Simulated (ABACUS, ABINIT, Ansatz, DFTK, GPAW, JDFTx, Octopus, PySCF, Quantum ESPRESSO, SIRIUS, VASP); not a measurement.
P: 12 runs at one level of theory

```
CELL_PARAMETERS angstrom
1.64774 -5.46504 0.00000
1.64774 5.46504 0.00000
0.00000 0.00000 4.54364
ATOMIC_POSITIONS crystal
P 0.90414 0.09586 0.58882
P 0.09586 0.90414 0.41118
P 0.59586 0.40414 0.08882
P 0.40414 0.59586 0.91118
```

Alike in all runs: functional PBE; k mesh 8 × 8 × 6; occupations fermi-dirac, width 0.05 eV; no spin polarisation; no spin-orbit coupling. Pressure is positive in compression and, in plane waves, holds the error of the finite cutoff, which Ansatz's Pulay term estimates and takes out.

| program and potentials | plane-wave cutoff (eV) | notes | band gap (eV) | pressure (GPa) | largest force (eV/Å) |
| --- | --- | --- | --- | --- | --- |
| Octopus, pseudodojo_pbe (PseudoDojo 0.5, PBE) | - | - | 0.09 | - | 0.360 |
| DFTK, PseudoDojo SR PBE 0.4.1 standard (PBE) | 762 | - | 0.09 | 2.07 | 0.352 |
| JDFTx, PseudoDojo-SR-PBE-0.5-standard | 599 | - | 0.09 | 2.06 | 0.353 |
| ABACUS, PseudoDojo NC SR 0.4.1 PBE standard, plane waves | 599 | - | 0.09 | 2.07 | 0.352 |
| VASP, PBE PAW files P, 520 eV | 520 | - | 0.11 | 1.67 | 0.287 |
| GPAW, GPAW PAW data sets (gpaw-data 1.2.1) | 600 | - | 0.10 | 2.29 | 0.381 |
| ABINIT, JTH PAW PBE v2.0 | 544 | - | 0.10 | 1.90 | 0.335 |
| Quantum ESPRESSO, SSSP 1.3 efficiency PBE | 748 | - | 0.10 | 2.11 | 0.354 |
| SIRIUS, PseudoDojo 0.4.1 PBE standard (scalar relativistic) | 611 | - | 0.09 | 2.06 | 0.353 |
| Ansatz, all-electron LAPW, scalar-relativistic | - | - | 0.10 | 2.02 | 0.335 |
| Ansatz, Ansatz PAW (earlier soft set) | 420 | - | 0.09 | 2.02 | 0.340 |
| PySCF, DZVP-MOLOPT-SR/GTH-PBE (potentials made for PBE) | - | atomic basis | 0.11 | - | - |

Force on atom 1 (P), eV/Å:

```
                                     program and potentials      x      y       z
              Octopus, pseudodojo_pbe (PseudoDojo 0.5, PBE)  0.000  0.183  -0.310
               DFTK, PseudoDojo SR PBE 0.4.1 standard (PBE)  0.000  0.177  -0.305
                      JDFTx, PseudoDojo-SR-PBE-0.5-standard  0.000  0.177  -0.305
   ABACUS, PseudoDojo NC SR 0.4.1 PBE standard, plane waves  0.000  0.177  -0.305
                              VASP, PBE PAW files P, 520 eV  0.000  0.131  -0.255
                 GPAW, GPAW PAW data sets (gpaw-data 1.2.1)  0.000  0.198  -0.325
                                   ABINIT, JTH PAW PBE v2.0  0.000  0.167  -0.290
                  Quantum ESPRESSO, SSSP 1.3 efficiency PBE  0.000  0.178  -0.306
SIRIUS, PseudoDojo 0.4.1 PBE standard (scalar relativistic)  0.000  0.177  -0.305
             Ansatz, all-electron LAPW, scalar-relativistic  0.000  0.167  -0.290
                      Ansatz, Ansatz PAW (earlier soft set)  0.000  0.172  -0.293
```

The band gap spans 0.09 (Octopus, pseudodojo_pbe (PseudoDojo 0.5, PBE)) to 0.11 eV (PySCF, DZVP-MOLOPT-SR/GTH-PBE (potentials made for PBE)), with all-electron results at 0.10. The pressure spans 1.67 (VASP, PBE PAW files P, 520 eV) to 2.29 GPa (GPAW, GPAW PAW data sets (gpaw-data 1.2.1)), with all-electron results at 2.02. Rows in atomic bases carry the error of their basis and grid, which can be large.

The functional is the same throughout but for its coding, so the spread measures potentials, basis and numerics; runs on potential files found faulty are left out.
